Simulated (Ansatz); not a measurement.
Here is an Ansatz 0.2.0 calculation.

input.yaml

```yaml
crystal:
  lattice:
    - [0.0, 3.15085, 3.15085]
    - [3.15085, 0.0, 3.15085]
    - [3.15085, 3.15085, 0.0]
  atoms:
    - { symbol: Te, position: [0.5, 0.5, 0.5] }
    - { symbol: Sn, position: [0.0, 0.0, 0.0] }
hamiltonian:
  xc: pbe
  pseudopotentials: { kind: paw }
kpoints:
  mp_grid: { grid: [7, 7, 7] }
scf:
  occupations: { method: fermi_dirac, width: 0.05 }
output:
  forces: true
  stress: true
  eigenvalues: true
  write_density: true
  write_potential: true
  elf: true
  volumetric_format: npy
```

Potentials or basis: Ansatz PAW.

Launch:

```bash
$ ansatz run input.yaml --threads 1 --pin off --max-ram 2560MiB --backend cpu --events-out ev --progress --plain --runs-dir out
```

Problem. What does it give for the pressure?

Solution. 2.2 GPa.

Caveat: this odd mesh misses L, where the gap lies, so gap, dielectric constants and Born charges aren't listed. Spin-orbit coupling is left out, which matters for the levels of Te.
